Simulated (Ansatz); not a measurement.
**TiO2: further runs on the relaxed cell**

The task here is to estimate one member of a computed series from the others.

Computed with Ansatz 0.2.0 (DFT r2SCAN, scalar-relativistic, plane waves, PAW, unless a step's input says otherwise).

1 further run of the same task is left out (set aside as unsound or not needed).

### The starting structure

It takes space group I4_1/amd (No. 141, tetragonal). Conventional cell: a = 3.778 Å, b = 3.778 Å, c = 9.584 Å, α = 90.00°, β = 90.00°, γ = 90.00°. Ti (site symmetry -4m2) is surrounded by 6 O at 1.93 to 1.99 Å. Around O (site symmetry 2mm) lie 3 Ti at 1.93 to 1.99 Å.

As a file:

```
Ti O
1.0
     2.67116   -2.67125   -0.02017
     2.67116    2.67125   -0.02017
    -2.63534    0.00000    4.81205
Ti O
2 4
Direct
  0.12497 0.87503 0.25000
  0.87503 0.12497 0.75000
  0.33228 0.08225 0.66454
  0.66772 0.91775 0.33546
  0.91775 0.66772 0.83546
  0.08225 0.33228 0.16454
```

It goes back to an entry of the Materials Project, which need not be the stable form.

It is the result of an earlier relaxation at this level (volume 11.40 Å³/atom; gap on the mesh: 2.57 eV).

The first run:

Input file input.yaml:

```yaml
crystal:
  lattice:
    - [2.6441767798, -2.6442669106, -0.0199646838]
    - [2.6441767798, 2.6442669106, -0.0199646838]
    - [-2.6087199422, 0.0, 4.7634375221]
  atoms:
    - { symbol: Ti, position: [0.1249747458, 0.8750252542, 0.25] }
    - { symbol: Ti, position: [0.8750252542, 0.1249747458, 0.75] }
    - { symbol: O, position: [0.3322819417, 0.0822483587, 0.6645446495] }
    - { symbol: O, position: [0.6677180583, 0.9177516413, 0.3354553505] }
    - { symbol: O, position: [0.9177516413, 0.6677180583, 0.8354553505] }
    - { symbol: O, position: [0.0822483587, 0.3322819417, 0.1645446495] }
basis:
  ecutwfc: 500
kpoints:
  mp_grid: { grid: [8, 8, 6] }
hamiltonian:
  xc: r2scan
scf:
  occupations: { method: gaussian, width: 0.02 }
output:
  forces: true
  stress: true
  eigenvalues: true
relax:
  adjacent_minimum: "off"
  f_tol: 0.01
  max_steps: 30
  cell: { stress_tol: 0.1, fix: [volume] }
```

Command:

```
> ansatz run input.yaml --threads 1 --pin off --max-ram 2560MiB --backend cpu --events-out ev --progress --plain --runs-dir out
```

Among the steps run: Volume × 0.97; Point at V/V0 = 1.03; Volume × 0.94; Volume × 1.06; The cell scaled to 0.91 of its volume; Point at V/V0 = 1.10; The cell scaled to 0.88 of its volume.

One table of the session follows, with a row left open; its other results are not shown here.

It belongs to the step «Energy against volume». 

| volume (Å³/atom) | energy above the lowest point (meV/atom) | pressure (GPa) | gap on the mesh (eV) |
| --- | --- | --- | --- |
| 10.030 | 111.0 | 27.72 | 2.29 |
| 10.372 | 60.5 | 19.74 | 2.38 |
| 10.714 | 26.0 | 12.60 | 2.47 |
| 11.056 | ? | ? | ? |
| 11.398 | 0.0 | 0.01 | 2.57 |
| 11.740 | 5.8 | -5.39 | 2.56 |
| 12.082 | 22.6 | -10.17 | 2.54 |
| 12.538 | 59.6 | -15.64 | 2.49 |

**Question.** Estimate the row for volume (Å³/atom) = 11.056.

Worked estimate for «energy above the lowest point (meV/atom)». A straight line through the neighbours (10.714, 26.0) and (11.398, 0.0) gives 26.0 + (0.0 − 26.0) × (11.056 − 10.714) / (11.398 − 10.714) = 13.0; a parabola fitted to 4 rows on both sides gives 6.3.

The run gave: energy above the lowest point (meV/atom): 6.3; pressure (GPa): 6.00; gap on the mesh (eV): 2.54. In «energy above the lowest point (meV/atom)» the line misses by +6.7 and the parabola by 0.0.

Limits of these values: The gap on the mesh goes from 2.29 eV at the smallest volume to 2.49 eV at the largest, through a peak of 2.57 eV between.
